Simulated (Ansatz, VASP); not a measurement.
One calculation of SrTiO3 (Tausonite), two programs

```
CELL_PARAMETERS angstrom
3.90528 0.00000 0.00000
0.00000 3.90528 0.00000
0.00000 0.00000 3.90528
ATOMIC_POSITIONS crystal
Sr 0.50000 0.50000 0.50000
Ti 0.00000 0.00000 0.00000
O 0.50000 0.00000 0.00000
O 0.00000 0.50000 0.00000
O 0.00000 0.00000 0.50000
```

Alike in both runs: task single point; functional PBEsol; k mesh 6 × 6 × 6; occupations gaussian, width 0.1 eV; no spin polarisation.

|  | VASP | Ansatz |
| --- | --- | --- |
| version | VASP 6.6.1 | Ansatz 0.2.0 |
| potentials or method | VASP PAW PBE potentials, release 64 (Sr_sv, Ti_sv, O) | scalar-relativistic, plane waves, PAW |
| plane-wave cutoff (eV) | 520 | 420 |
| valence electrons in the cell | 40 | 40 |

VASP gave:

- gap on the k mesh at the Fermi level (eV): 1.80
- least direct gap on the mesh (eV): 2.16
- pressure (GPa): -1.3

Estimate Ansatz's values.

gap on the k mesh at the Fermi level (eV): 1.83; least direct gap on the mesh (eV): 2.18; pressure (GPa): -2.0.

Caveats: the PAW data sets were made with another functional, which shifts forces and pressure a little (VASP). A k mesh can miss the band edges.
